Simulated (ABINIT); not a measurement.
Sb:

```
CELL_PARAMETERS angstrom
2.15420 1.24373 3.75800
-2.15420 1.24373 3.75800
0.00000 -2.48746 3.75800
ATOMIC_POSITIONS crystal
Sb 0.76651 0.76651 0.76651
Sb 0.23349 0.23349 0.23349
```

```yaml
Program: ABINIT 10.8.3 (patched build)
Task: relaxation of cell and atoms
Functional: PBE
Potentials_or_basis: PseudoDojo NC SR PBE v0.4.1 standard
Cutoff: 1088 eV
k_mesh: 6 × 6 × 6
Occupations: fermi-dirac, width 0.05 eV
Spin: no spin polarisation
```

At the start: pressure 2.8 GPa; volume 30.21 Å³/atom.

Where does the relaxation end?

Over 14 steps the energy falls by 15.0 meV/atom and the volume is 32.16 Å³/atom (+6.5 %); space group R-3m (No. 166, to 0.05 Å).

Step by step:
```
step  energy change (eV)  largest force (eV/Å)  pressure (GPa)  volume (Å³)
   1              0.0000                0.0945            2.83        60.41
   2             -0.0085                0.0389            2.27        60.94
   3             -0.0250                0.1508            0.22        63.14
   4             -0.0257                0.1534            0.06        63.38
   5             -0.0275                0.1213           -0.24        63.98
   6             -0.0287                0.0600           -0.26        64.26
   7             -0.0292                0.0020           -0.10        64.24
   8             -0.0293                0.0124            0.00        64.14
   9             -0.0294                0.0175            0.08        64.06
  10             -0.0296                0.0197            0.15        64.01
  11             -0.0298                0.0156            0.16        64.05
  12             -0.0299                0.0064            0.09        64.19
  13             -0.0300                0.0008            0.02        64.29
  14             -0.0300                0.0000            0.00        64.32
```

Final structure:
```xyz
2
Lattice="2.1897 1.2642 3.8725 -2.1897 1.2642 3.8725 0.0000 -2.5284 3.8725" Properties=species:S:1:pos:R:3 pbc="T T T"
Sb    0.0000    0.0000    8.9280
Sb    0.0000    0.0000    2.6895
```
